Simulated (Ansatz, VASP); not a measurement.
**One calculation of LiH, two programs**

```xyz
4
Lattice="2.5621 0.0000 -1.0041 0.0000 2.8082 0.0000 -1.7794 0.0000 6.0809" Properties=species:S:1:pos:R:3 pbc="T T T"
Li    0.0000    0.0000    0.0000
Li   -0.8897    1.4041    3.0405
H     1.7966    0.0000    0.7072
H    -1.0139    0.0000    4.3697
```

Change from the starting cell: ordered vacancies on the anion sites of cadmium iodide (P2/m, No. 10).

Alike in both runs: task relaxation of cell and atoms; functional PBE; k mesh 16 × 12 × 8; occupations gaussian, width 0.01 eV; no spin polarisation.

```csv
,VASP,Ansatz
version,VASP 6.6.1,Ansatz 0.2.0
potentials or method,"VASP PAW PBE potentials, release 64 (Li_sv, H)","scalar-relativistic, plane waves, PAW"
plane-wave cutoff (eV),600,420
valence electrons in the cell,8,8
```

VASP gave:

| Quantity | Value |
| --- | --- |
| gap on the k mesh at the Fermi level, each at its own relaxed structure (eV) | 0.26 |
| relaxed volume (Å³/atom) | 9.67 |
| relaxed cell length with the largest relative difference (Å) | 2.807 |

Task: Estimate Ansatz's values.

Result: gap on the k mesh at the Fermi level, each at its own relaxed structure (eV): 0.26; relaxed volume (Å³/atom): 9.68; relaxed cell length with the largest relative difference (Å): 2.808.

Caveats: the cutoff is under 1.25 times the usual one of these potentials, so pressure, stress and relaxed cells hold a basis-set (Pulay) error (VASP).
